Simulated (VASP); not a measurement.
# CdIn2O4 (Fd-3m) in VASP: single point with PBE

Aim: the single point of CdIn2O4 with PBE.

All numbers are computed with VASP 6.6.1; they aren't measurements. Logs are shortened: lines on timing, memory, paths and dates and some standing lists are left out, and cuts for length are marked.

**1. The undisturbed crystal**

The structure is cubic, space group Fd-3m (No. 227). Conventional cell: a = 9.222 Å, b = 9.222 Å, c = 9.222 Å, α = 90.00°, β = 90.00°, γ = 90.00°. Around Cd (site symmetry -43m) lie 4 O at 2.21 Å. In (site symmetry -3m) is surrounded by 6 O at 2.19 Å. O (site symmetry 3m) has 3 In at 2.19 Å and 1 Cd at 2.21 Å as nearest neighbours.

The cell comes from a database or a generator and needn't be the stable form of this composition.

**2. Single point, PBE (ions relaxed at fixed cell)**

Input file INCAR:

```
SYSTEM = CdIn2O4
PREC = Accurate ; ENCUT = 520
EDIFF = 1E-6 ; ISMEAR = -1
SIGMA = 0.02 ; LREAL = .False.
LASPH = .True. ; NELM = 60
ALGO = Fast ; ISIF = 2
LWAVE = .False. ; LCHARG = .True.
GGA = PE ; LELF = .True.
LVHAR = .True. ; NBANDS = 75
```

Input file KPOINTS:

```
Automatic mesh
0
Gamma
  5 5 5
  0 0 0
```

Input file POSCAR:

```
CdIn2O4
1.0
    0.0000000000      4.6110186847      4.6110186847
    4.6110186847      0.0000000000      4.6110186847
    4.6110186847      4.6110186847      0.0000000000
Cd In O
2 4 8
Direct
    0.7500000000      0.7500000000      0.7500000000
    0.5000000000      0.5000000000      0.5000000000
    0.6250000000      0.1250000000      0.1250000000
    0.1250000000      0.1250000000      0.1250000000
    0.1250000000      0.6250000000      0.1250000000
    0.1250000000      0.1250000000      0.6250000000
    0.3624428940      0.3624428940      0.3624428940
    0.3373286819      0.8875571060      0.8875571060
    0.8875571060      0.8875571060      0.3373286819
    0.8875571060      0.3373286819      0.8875571060
    0.3624428940      0.3624428940      0.9126713181
    0.3624428940      0.9126713181      0.3624428940
    0.8875571060      0.8875571060      0.8875571060
    0.9126713181      0.3624428940      0.3624428940
```

Potentials or basis: VASP PAW PBE potentials, release 64 (Cd, In_d, O).

Started as:

```
cat potpaw_PBE.64/Cd/POTCAR potpaw_PBE.64/In_d/POTCAR potpaw_PBE.64/O/POTCAR > POTCAR
mpirun -np 1 vasp_std > vasp.out
```

OUTCAR:

```text
SYSTEM = CdIn2O4
   PREC = Accurate
   ENCUT = 520
   EDIFF = 1E-6
   ISMEAR = -1
   LREAL = .False.
   LASPH = .True.
   NELM = 60
   ISIF = 2
   GGA = PE

 ion  position               nearest neighbor table
   1  0.750  0.750  0.750-  13 2.20   9 2.20  10 2.20   8 2.20   3 3.82   4 3.82   6 3.82   4 3.82
                             5 3.82   6 3.82   5 3.82   6 3.82   3 3.82   3 3.82   4 3.82   5 3.82
   2  0.500  0.500  0.500-   7 2.20  11 2.20  12 2.20  14 2.20   4 3.82   6 3.82   4 3.82   5 3.82
                             6 3.82   3 3.82   5 3.82   6 3.82   3 3.82   4 3.82   5 3.82   3 3.82
   3  0.625  0.125  0.125-   9 2.20  10 2.20  11 2.20  12 2.20   7 2.20  13 2.20   4 3.26   6 3.26
                             5 3.26   4 3.26   5 3.26   6 3.26   1 3.82   2 3.82   1 3.82   2 3.82
   4  0.125  0.125  0.125-   8 2.20   9 2.20  10 2.20  11 2.20  12 2.20  14 2.20   3 3.26   5 3.26
                             6 3.26   6 3.26   5 3.26   3 3.26   2 3.82   1 3.82   2 3.82   1 3.82
   5  0.125  0.625  0.125-   8 2.20   9 2.20  11 2.20  14 2.20  13 2.20   7 2.20   4 3.26   6 3.26
                             3 3.26   4 3.26   6 3.26   3 3.26   2 3.82   1 3.82   1 3.82   2 3.82
   6  0.125  0.125  0.625-   8 2.20  10 2.20  12 2.20  14 2.20  13 2.20   7 2.20   4 3.26   3 3.26
                             4 3.26   5 3.26   5 3.26   3 3.26   2 3.82   1 3.82   2 3.82   1 3.82
   7  0.362  0.362  0.362-   3 2.20   5 2.20   6 2.20   2 2.20
   8  0.337  0.888  0.888-   5 2.20   6 2.20   4 2.20   1 2.20
   9  0.888  0.888  0.337-   3 2.20   5 2.20   4 2.20   1 2.20
  10  0.888  0.337  0.888-   3 2.20   6 2.20   4 2.20   1 2.20
  11  0.362  0.362  0.913-   3 2.20   5 2.20   4 2.20   2 2.20
  12  0.362  0.913  0.362-   3 2.20   6 2.20   4 2.20   2 2.20
  13  0.888  0.888  0.888-   3 2.20   5 2.20   6 2.20   1 2.20
  14  0.913  0.362  0.362-   5 2.20   6 2.20   4 2.20   2 2.20

  LATTYP: Found a face centered cubic cell.
 ALAT       =     9.2220373694

  Lattice vectors:

 A1 = (   0.0000000000,   4.6110186847,   4.6110186847)
 A2 = (   4.6110186847,   0.0000000000,   4.6110186847)
 A3 = (   4.6110186847,   4.6110186847,   0.0000000000)

Analysis of symmetry for initial positions (statically):
=====================================================================
 Subroutine PRICEL returns:
 Original cell was already a primitive cell.

 Routine SETGRP: Setting up the symmetry group for a
 face centered cubic supercell.

 Subroutine GETGRP returns: Found 48 space group operations
 (whereof 24 operations were pure point group operations)
 out of a pool of 48 trial point group operations.

The static configuration has the point symmetry T_d .
 The point group associated with its full space group is O_h .

Analysis of symmetry for dynamics (positions and initial velocities):
=====================================================================
 Subroutine PRICEL returns:
 Original cell was already a primitive cell.

 Routine SETGRP: Setting up the symmetry group for a
 face centered cubic supercell.

 Subroutine GETGRP returns: Found 48 space group operations
 (whereof 24 operations were pure point group operations)
 out of a pool of 48 trial point group operations.

The dynamic configuration has the point symmetry T_d .
 The point group associated with its full space group is O_h .

 Subroutine INISYM returns: Found 48 space group operations
 (whereof 24 operations are pure point group operations),
 and found     1 'primitive' translations

----------------------------------------------------------------------------------------

                                     Primitive cell

  volume of cell :     196.0743

  direct lattice vectors                    reciprocal lattice vectors
     0.000000000  4.611018685  4.611018685    -0.108435908  0.108435908  0.108435908
     4.611018685  0.000000000  4.611018685     0.108435908 -0.108435908  0.108435908
     4.611018685  4.611018685  0.000000000     0.108435908  0.108435908 -0.108435908

  length of vectors
     6.520965160  6.520965160  6.520965160     0.187816503  0.187816503  0.187816503

  position of ions in fractional coordinates (direct lattice)
     0.750000000  0.750000000  0.750000000
     0.500000000  0.500000000  0.500000000
     0.625000000  0.125000000  0.125000000
     0.125000000  0.125000000  0.125000000
     0.125000000  0.625000000  0.125000000
     0.125000000  0.125000000  0.625000000
     0.362442894  0.362442894  0.362442894
     0.337328682  0.887557106  0.887557106
     0.887557106  0.887557106  0.337328682
     0.887557106  0.337328682  0.887557106
     0.362442894  0.362442894  0.912671318
     0.362442894  0.912671318  0.362442894
     0.887557106  0.887557106  0.887557106
     0.912671318  0.362442894  0.362442894

  ion indices of the primitive-cell ions
   primitive index   ion index
                 1           1
                 2           2
                 3           3
                 4           4
                 5           5
                 6           6
                 7           7
                 8           8
                 9           9
                10          10
                11          11
                12          12
                13          13
                14          14

----------------------------------------------------------------------------------------

 KPOINTS: Automatic mesh

Automatic generation of k-mesh.
 Grid dimensions read from file:
 generate k-points for:    5    5    5

 Generating k-lattice:

  Cartesian coordinates                     Fractional coordinates (reciprocal lattice)
    -0.021687182  0.021687182  0.021687182     0.200000000  0.000000000  0.000000000
     0.021687182 -0.021687182  0.021687182     0.000000000  0.200000000  0.000000000
     0.021687182  0.021687182 -0.021687182     0.000000000  0.000000000  0.200000000

  Length of vectors
     0.037563301  0.037563301  0.037563301

  Shift w.r.t. Gamma in fractional coordinates (k-lattice)
     0.000000000  0.000000000  0.000000000

 Subroutine IBZKPT returns following result:
 ===========================================

 Found     10 irreducible k-points:

 Following reciprocal coordinates:
            Coordinates               Weight
  0.000000  0.000000  0.000000      1.000000
  0.200000  0.000000  0.000000      8.000000
  0.400000  0.000000  0.000000      8.000000
  0.200000  0.200000  0.000000      6.000000
  0.400000  0.200000  0.000000     24.000000
 -0.400000  0.200000  0.000000     24.000000
 -0.200000  0.200000  0.000000     12.000000
  0.400000  0.400000  0.000000      6.000000
 -0.400000  0.400000  0.000000     12.000000
 -0.400000  0.400000  0.200000     24.000000
   k-points           NKPTS =     10   k-points in BZ     NKDIM =     10   number of bands    NBANDS=     75
   number of dos      NEDOS =    301   number of ions     NIONS =     14
   total plane-waves  NPLWV = 110592
   dimension x,y,z NGX =    48 NGY =   48 NGZ =   48
   dimension x,y,z NGXF=    96 NGYF=   96 NGZF=   96
   ions per type =               2   4   8
   NGX,Y,Z   is equivalent  to a cutoff of  12.24, 12.24, 12.24 a.u.
   NGXF,Y,Z  is equivalent  to a cutoff of  24.47, 24.47, 24.47 a.u.
 SYSTEM =  CdIn2O4
   PREC   = accura    normal or accurate (medium, high low for compatibility)
   ISTART =      0    job   : 0-new  1-cont  2-samecut
   ICHARG =      2    charge: 1-file 2-atom 10-const
   ISPIN  =      1    spin polarized calculation?
   LNONCOLLINEAR =      F non collinear calculations
   LSORBIT =      F    spin-orbit coupling
   LASPH  =      T    aspherical Exc in radial PAW
   ENCUT  =  520.0 eV  38.22 Ry    6.18 a.u.  12.12 12.12 12.12*2*pi/ulx,y,z
   NELM   =     60;   NELMIN=  2; NELMDL= -5     # of ELM steps
   EDIFF  = 0.1E-05   stopping-criterion for ELM
   LREAL  =      F    real-space projection
   EDIFFG = 0.1E-04   stopping-criterion for IOM
   NSW    =      0    number of steps for IOM
   IBRION =     -1    ionic relax: 0-MD 1-quasi-New 2-CG
   NFREE  =      0    steps in history (QN), initial steepest desc. (CG)
   ISIF   =      2    stress and relaxation
   ISYM   =      2    0-nonsym 1-usesym 2-fastsym
   POTIM  = 0.5000    time-step for ionic-motion
   TEBEG  =    0.0;   TEEND  =   0.0 temperature during run
   PSTRESS=    0.0 pullay stress
   NELECT =     124.0000    total number of electrons
   NUPDOWN=      -1.0000    fix difference up-down
   EMIN   =  10.00;   EMAX   =-10.00  energy-range for DOS
   EFERMI =   0.00;   METHOD = LEGACY
   ISMEAR =    -1;   SIGMA  =   0.02  broadening in eV -4-tet -1-fermi 0-gaus
   EFERMI_NEDOS =   21; number of points for ismear=-14 and -15
   IALGO  =     68    algorithm
   IMIX   =      4    mixing-type and parameters
     AMIX     =   0.40;   BMIX     =  1.00
     AMIX_MAG =   1.60;   BMIX_MAG =  1.00
  volume/ion in A,a.u.               =      14.01        94.51
  Fermi-wavevector in a.u.,A,eV,Ry     =   1.405212  2.655466 26.866346  1.974621
  Thomas-Fermi vector in A             =   2.527696
   LORBIT       =      0    0 simple, 1 ext, 2 COOP (PROOUT), +10 PAW based schemes
   GGA     = PE    functional components
   LHFCALC =     F    Hartree Fock is set to
   AEXX    =    0.0000 exact exchange contribution
   IVDW    =     0    specifies the selected vdW correction
   LEPSILON=     F    determine dielectric tensor
   LRPA    =     F    only Hartree local field effects (RPA)
 non-spin polarized calculation
 RMM-DIIS sequential band-by-band and
  energy-cutoff  :      520.00
  volume of cell :      196.07
 maximum number of plane-waves:      5296
   NGX = 25   NGY = 25   NGZ = 25

 number of electron     124.0000041 magnetization

 Free energy of the ion-electron system (eV)
  ---------------------------------------------------
  ext. energy  EPLUGINS =         0.00000000
  ---------------------------------------------------
  free energy    TOTEN  =       -71.58295789 eV

  energy without entropy =      -71.58295789  energy(sigma->0) =      -71.58295789

 E-fermi :   3.9154     XC(G=0): -10.7116

 val. band max:        3.4453590991   @ k =  -0.4000   0.2000   0.0000
 cond. band min:       4.4781939037   @ k =   0.0000   0.0000   0.0000
 fundamental gap:      1.0328348045
 Fermi energy:         3.9154247818

 k-point     1 :       0.0000    0.0000    0.0000
  band No.  band energies     occupation
      1     -13.8792      2.00000
      2     -13.2982      2.00000
      3     -13.2982      2.00000
      4     -13.2982      2.00000
      5     -13.0093      2.00000
      6     -12.7850      2.00000
[... 66 lines left out ...]
     73      12.0498      0.00000
     74      12.0502      0.00000

 k-point     2 :       0.2000    0.0000    0.0000
  band No.  band energies     occupation
      1     -13.8167      2.00000
      2     -13.2998      2.00000
      3     -13.2630      2.00000
      4     -13.2630      2.00000
      5     -13.0592      2.00000
      6     -12.8327      2.00000
[... 66 lines left out ...]
     73      12.0206      0.00000
     74      12.3514      0.00000

 k-point     3 :       0.4000    0.0000    0.0000
  band No.  band energies     occupation
      1     -13.6796      2.00000
      2     -13.2931      2.00000
      3     -13.2028      2.00000
      4     -13.1809      2.00000
      5     -13.1809      2.00000
      6     -12.9346      2.00000
[... 528 lines left out ...]
     73      13.1617      0.00000
     74      13.2096      0.00000

 k-point    10 :      -0.4000    0.4000    0.2000
  band No.  band energies     occupation
      1     -13.5507      2.00000
      2     -13.3614      2.00000
      3     -13.1850      2.00000
      4     -13.1541      2.00000
      5     -13.0948      2.00000
      6     -13.0128      2.00000
[... 66 lines left out ...]
     73      12.5172      0.00000
     74      13.4850      0.00000
 [bands above 74 left out]

------------------------ aborting loop because EDIFF is reached ----------------------------------------

  FORCE on cell =-STRESS in cart. coord.  units (eV):
  Direction    XX          YY          ZZ          XY          YZ          ZX
  --------------------------------------------------------------------------------------
  -------------------------------------------------------------------------------------
  Total        5.8817866      5.8817866      5.8817866     -0.0000000      0.0000000      0.0000000
  in kB       48.0617082     48.0617082     48.0617082     -0.0000000      0.0000000      0.0000000
  external PRESSURE =      48.0617082 kB  Pullay stress =       0.0000000 kB

 VOLUME and BASIS-vectors are now :
 -----------------------------------------------------------------------------
  energy-cutoff  :      520.00
  volume of cell :      196.07
      direct lattice vectors                 reciprocal lattice vectors
     0.000000000  4.611018685  4.611018685    -0.108435908  0.108435908  0.108435908
     4.611018685  0.000000000  4.611018685     0.108435908 -0.108435908  0.108435908
     4.611018685  4.611018685  0.000000000     0.108435908  0.108435908 -0.108435908

 POSITION                                       TOTAL-FORCE (eV/Angst)
 -----------------------------------------------------------------------------------
      6.91653      6.91653      6.91653        -0.000000      0.000000      0.000000
      4.61102      4.61102      4.61102        -0.000000      0.000000      0.000000
      1.15275      3.45826      3.45826        -0.000000      0.000000      0.000000
      1.15275      1.15275      1.15275        -0.000000      0.000000      0.000000
      3.45826      1.15275      3.45826        -0.000000      0.000000      0.000000
      3.45826      3.45826      1.15275        -0.000000      0.000000      0.000000
      3.34246      3.34246      3.34246        -0.034001     -0.034001     -0.034001
      8.18508      5.64797      5.64797         0.034001     -0.034001     -0.034001
      5.64797      5.64797      8.18508        -0.034001     -0.034001      0.034001
      5.64797      8.18508      5.64797        -0.034001      0.034001     -0.034001
      5.87958      5.87958      3.34246         0.034001      0.034001     -0.034001
      5.87958      3.34246      5.87958         0.034001     -0.034001      0.034001
      8.18508      8.18508      8.18508         0.034001      0.034001      0.034001
      3.34246      5.87958      5.87958        -0.034001      0.034001      0.034001
 -----------------------------------------------------------------------------------
    total drift:                                0.000000      0.000000      0.000000

  FREE ENERGIE OF THE ION-ELECTRON SYSTEM (eV)
  ---------------------------------------------------
  free  energy   TOTEN  =       -71.5829578941 eV

  energy  without entropy=      -71.5829578940  energy(sigma->0) =      -71.58295789
```

It took 5 min on 1 thread of Intel Xeon Platinum 8375C at 2.90GHz (Ice Lake), shared host; peak memory 0.39 GiB.

What came out:

```
Free energy            : -71.5830 eV
Pressure               : 4.8 GPa
Largest force          : 0.059 eV/Å
Band gap on the k mesh : 1.03 eV, indirect (least direct gap 1.09 eV)
```

Forces in eV/Å, atoms in the order of the input:
```
Cd   0.000  0.000  0.000
Cd   0.000  0.000  0.000
In   0.000  0.000  0.000
In   0.000  0.000  0.000
In   0.000  0.000  0.000
In   0.000  0.000  0.000
O   -0.034 -0.034 -0.034
O    0.034 -0.034 -0.034
O   -0.034 -0.034  0.034
O   -0.034  0.034 -0.034
O    0.034  0.034 -0.034
O    0.034 -0.034  0.034
O    0.034  0.034  0.034
O   -0.034  0.034  0.034
```

Caveat: spin-orbit coupling is left out, which moves the levels of the heavy elements; an odd mesh through Γ misses points on the zone boundary, where band edges often lie.
